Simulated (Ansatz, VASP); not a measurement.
One calculation of CaO, two programs

The input INCAR:

```
SYSTEM = CaO
PREC = Accurate
ENCUT = 520
EDIFF = 1E-6
ISMEAR = -1
SIGMA = 0.02
LREAL = .False.
LASPH = .True.
NELM = 60
ALGO = Normal
ISIF = 2
LWAVE = .False.
LCHARG = .False.
GGA = PE
NBANDS = 15
```

Contents of KPOINTS:

```
regular mesh
0
Gamma
  8 8 8
  0 0 0
```

The input POSCAR:

```
CaO
1.0
    3.0030793531      0.0000000000      0.0000000000
    0.0000000000      3.0030793531      0.0000000000
    0.0000000000      0.0000000000      3.0030793531
Ca O
1 1
Direct
    0.0000000000      0.0000000000      0.0000000000
    0.5000000000      0.5000000000      0.5000000000
```

Input for Ansatz:

```yaml
crystal:
  lattice:
    - [3.0030793531, 0.0, 0.0]
    - [0.0, 3.0030793531, 0.0]
    - [0.0, 0.0, 3.0030793531]
  atoms:
    - { symbol: Ca, position: [0.0, 0.0, 0.0] }
    - { symbol: O, position: [0.5, 0.5, 0.5] }
kpoints:
  mp_grid: { grid: [8, 8, 8] }
  band_path:
    path:
      - [0.0, 0.0, 0.0]
      - [0.0, 0.5, 0.0]
      - [0.5, 0.5, 0.0]
      - [0.5, 0.5, 0.5]
      - [0.0, 0.5, 0.5]
    npoints: 1
hamiltonian:
  xc: pbe
scf:
  occupations: { method: fermi_dirac, width: 0.02 }
  n_extra_bands: 4
output:
  forces: true
  stress: true
  eigenvalues: true
```

Change from the starting cell: hydrostatic strain +3.4%.

Alike in both runs: task single point; functional PBE; k mesh 8 × 8 × 8; occupations fermi-dirac, width 0.02 eV; no spin polarisation.

|  | VASP | Ansatz |
| --- | --- | --- |
| version | VASP 6.6.1 | Ansatz 0.2.0 |
| potentials or method | VASP PAW PBE potentials, release 64 (Ca_sv, O) | plane waves, PAW |
| plane-wave cutoff (eV) | 520 | 420 |
| valence electrons in the cell | 16 | 16 |

|  | VASP | Ansatz | Ansatz less VASP |
| --- | --- | --- | --- |
| gap on the k mesh at the Fermi level (eV) | 2.77 | 2.79 | +0.011 |
| pressure (GPa) | -6.0 | -6.4 | -0.41 |

With one functional, cell and mesh, what is left measures potentials, basis and numerics.

A k mesh can miss the band edges.
